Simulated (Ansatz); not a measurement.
GaN:

```
Ga N
1.0
     5.23038    0.00000    0.00000
    -2.61519    4.52964    0.00000
     0.00000    0.00000    3.39010
Ga N
1 1
Direct
  0.00000 0.00000 0.50000
  0.00000 0.00000 0.00000
```

The cell was built by a generator and needn't be a form met in nature.

```yaml
Program: Ansatz 0.2.0
Task: relaxation of cell and atoms
Functional: PBEsol0
Potentials_or_basis: Ansatz PAW
Cutoff: "420 eV (not typed: the program's choice for these potentials)"
k_mesh: 3 × 3 × 4
Occupations: fermi-dirac, width 0.05 eV
Spin: no spin polarisation
```

At the start: volume 40.16 Å³/atom.

Problem. How do energy, volume and symmetry change on relaxing?

Solution. It ends after 8 steps and the volume is 40.88 Å³/atom (+1.8 %); space group P6/mmm (No. 191, to 0.05 Å).

The path:
| step | energy change (eV) | largest force (eV/Å) | volume (Å³) |
| --- | --- | --- | --- |
| 1 | 0.0000 | 0.0000 | 80.32 |
| 2 | -0.0138 | 0.0000 | 79.99 |
| 3 | -0.0166 | 0.0000 | 79.96 |
| 4 | -0.0165 | 0.0000 | 80.15 |
| 5 | -0.0158 | 0.0000 | 81.09 |
| 6 | -0.0154 | 0.0000 | 81.63 |
| 7 | -0.0153 | 0.0000 | 81.77 |
| 8 | -0.0170 | 0.0000 | 81.77 |

Final structure:
```cif
data_structure
_symmetry_space_group_name_H-M 'P 1'
_symmetry_Int_Tables_number 1
_cell_length_a 5.3091
_cell_length_b 5.3091
_cell_length_c 3.3497
_cell_angle_alpha 90.000
_cell_angle_beta 90.000
_cell_angle_gamma 120.000
_cell_volume 81.77
loop_
_atom_site_label
_atom_site_type_symbol
_atom_site_fract_x
_atom_site_fract_y
_atom_site_fract_z
_atom_site_occupancy
Ga1 Ga 0.00000 0.00000 0.50000 1
N1 N 0.00000 0.00000 0.00000 1
```

Caveat: the k mesh is coarse (spacing up to 0.46 Å⁻¹), so the values aren't converged, least of all with exact exchange; the plane-wave basis is chosen anew once the cell has moved, so the energies of steps on either side of that aren't comparable; the PAW data sets come from PBE, with cores solved anew for the run's functional, which leaves a small shift of forces and pressure.
